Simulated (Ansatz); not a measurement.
## SrCl$_{2}$ (Fm-3m), stationary points along a deformation path

All numbers below come from DFT PBEsol, scalar-relativistic, plane waves, PAW (Ansatz). Cutoff 420 eV, Γ-centred 6×6×6 k-points, Gaussian smearing of 0.05 eV. No spin polarisation. Energies are free energies at this smearing, counted from the undisturbed cell; pressure is positive in compression.

Zero of the scan (as given, not relaxed at this level; it stands at -1.0 GPa, and it needn't be the usual structure):

```
Sr Cl
1.0
     0.00000    3.48550    3.48550
     3.48550    0.00000    3.48550
     3.48550    3.48550    0.00000
Sr Cl
1 2
Direct
  0.00000 0.00000 0.00000
  0.25000 0.25000 0.25000
  0.75000 0.75000 0.75000
```

At fixed volume and fractional coordinates, lengths along (0.577, 0.577, 0.577) are scaled against those across it; ρ is that ratio over its starting value. V = 28.230 Å³/atom. Δσ is the stress along the axis less the mean stress across it (compression positive).

| ρ | ΔE (meV/atom) | Δσ (GPa) | space group |
| --- | --- | --- | --- |
| 0.500 | 4440.6 | 176.01 | R-3m |
| 0.600 | 1671.7 | 87.36 | R-3m |
| 0.710 | 502.1 | 35.90 | R-3m |
| 0.850 | 69.2 | 8.96 | R-3m |
| 0.930 | 10.6 | 2.75 | R-3m |
| 1.000 | 0.0 | 0.00 | Fm-3m |
| 1.080 | 7.4 | -1.43 | R-3m |
| 1.200 | 29.4 | -1.95 | R-3m |
| 1.410 | 66.3 | -1.99 | R-3m |
| 1.700 | 120.2 | -3.18 | R-3m |
| 2.000 | 201.3 | -5.54 | R-3m |

How does the stress give the slope of the energy, and where is the energy stationary?

Along the path d ln(length) is 2/3 d ln ρ on the axis and −1/3 d ln ρ across it, so dE/d ln ρ = −(2/3) V Δσ: the energy falls with ρ where Δσ is positive. Δσ vanishes or changes sign at ρ = 1.000 (Fm-3m), a minimum at 0.0 meV/atom. Pairs of stationary points between two samples would go unseen, and could change a minimum read from distant neighbours into a maximum. At ρ = 1.000 the cell is cubic, where symmetry alone makes the stress isotropic and the slope zero.

Which shear constant sets the curvature at ρ = 1?

For a cubic crystal E/V = (2/3) C (ln ρ)² with C = C44, so Δσ = −2C ln ρ. The parabola of Δσ against ln ρ through ρ = 0.930, 1 and 1.080 gives C ≈ 14.3 GPa with the ions clamped, rough because the steps are large. It is the stress–strain coefficient at this cell's pressure of -1.0 GPa, not the zero-pressure constant.

Forces appear on the atoms along this scan, and letting them relax would lower the energy and soften the response.